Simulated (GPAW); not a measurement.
Write an ASE script for GPAW 26.7.0 that does the following.

```yaml
Task: equation of state
Functional: PBE
Potentials_or_basis: JTH PAW 2.0, PBE
Cutoff: 600 eV
Basis: pw
k_mesh: 9 × 9 × 9
Occupations: fermi-dirac, width 0.05 eV
Spin: no spin polarisation
Maxiter: 150
Eos_scales: "[0.94, 0.96, 0.98, 1.0, 1.02, 1.04, 1.06]"
Data_set: Pt jth
```

The structure of Pt lies in Pt.xyz:

```xyz
1
Lattice="0.0000000000 1.9609000000 1.9609000000 1.9609000000 0.0000000000 1.9609000000 1.9609000000 1.9609000000 0.0000000000" Properties=species:S:1:pos:R:3 pbc="T T T"
Pt     0.0000000000      0.0000000000      0.0000000000
```

One way to write it, as run:

run.py

```python
from ase.eos import EquationOfState
from ase.io import Trajectory, read
from ase.units import GPa
from gpaw import GPAW, PW, setup_paths

setup_paths.insert(0, '.')

atoms = read('Pt.xyz')

traj = Trajectory('eos.traj', 'w')
volumes, energies = [], []
for x in [0.94, 0.96, 0.98, 1.0, 1.02, 1.04, 1.06]:
    a = atoms.copy()
    a.set_cell(atoms.cell * x**(1 / 3), scale_atoms=True)
    calc = GPAW(mode=PW(600),
                xc='PBE',
                kpts={'size': (9, 9, 9), 'gamma': True},
                occupations={'name': 'fermi-dirac', 'width': 0.05},
                setups={'Pt': 'jth'},
                nbands=-9,
                convergence={'density': 1e-05, 'energy': 1e-05},
                maxiter=150,
                txt=f'eos-{x:.2f}.txt')
    a.calc = calc
    energies.append(a.get_potential_energy(force_consistent=True))
    volumes.append(a.get_volume())
    p = -a.get_stress()[:3].mean() / GPa
    calc.write(f'eos-{x:.2f}.gpw')
    traj.write(a)
    print(f'{x:.2f} {volumes[-1]:10.4f} A^3 {energies[-1]:14.6f} eV {p:9.3f} GPa', flush=True)

v0, e0, B = EquationOfState(volumes, energies, eos='birchmurnaghan').fit()
print(f'V0 = {v0:.4f} A^3, E0 = {e0:.6f} eV, B0 = {B / GPa:.2f} GPa')
```

Potentials or basis: JTH PAW 2.0, PBE, pw.

The run is started by

```bash
$ OMP_NUM_THREADS=1 python run.py
```

Results of the run:

The equilibrium volume is 15.61 Å³/atom. The bulk modulus is 254 GPa and the pressure derivative of the bulk modulus is 5.5.

Caveat: the program truncates these outside data sets.

It took 29 s on 1 thread of INTEL(R) XEON(R) PLATINUM 8581C CPU @ 2.10GHz (Emerald Rapids) (shared host), peak memory 0.18 GiB.
